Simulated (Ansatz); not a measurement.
Runs of Ansatz 0.2.0 on Rb. Symmetry: Im-3m, No. 229, cubic system. The conventional cell has a = 5.605 Å, b = 5.605 Å, c = 5.605 Å, α = 90.00°, β = 90.00°, γ = 90.00°. 

| task | level | k mesh | cutoff (eV) | smearing | phonon path | basis error allowed | mesh quality | gap on the mesh (eV) | pressure (GPa) |
| --- | --- | --- | --- | --- | --- | --- | --- | --- | --- |
| single point | PBE | 4 × 4 × 4 | 47 | fermi-dirac 0.02 eV | - | 0.002 eV/atom | coarse | none | 0.2 |
| single point | RPBE | 7 × 7 × 7 | 52 | gaussian 0.05 eV | - | 0.001 eV/atom | not flagged | none | (a) |
| single point | PBE | 7 × 7 × 7 | 52 | gaussian 0.02 eV | - | 0.001 eV/atom | not flagged | none | 0.1 |
| single point | PBEsol | 7 × 7 × 7 | 52 | gaussian 0.1 eV | - | 0.001 eV/atom | not flagged | none | -0.1 |

Alike in all rows: potentials or basis all-electron LAPW, scalar-relativistic; no spin polarisation; cell as given.

Q: Fill in the values left out.

A: (a) 0.4.

Caveats: some runs use coarse meshes; the k mesh is thin for a metal, which can move the energy by tens of meV per atom (some runs).

A k mesh can miss the band edges, and the runs leave out spin-orbit coupling on Rb.

A gap of «none» marks a metal or a gap under the smearing width.
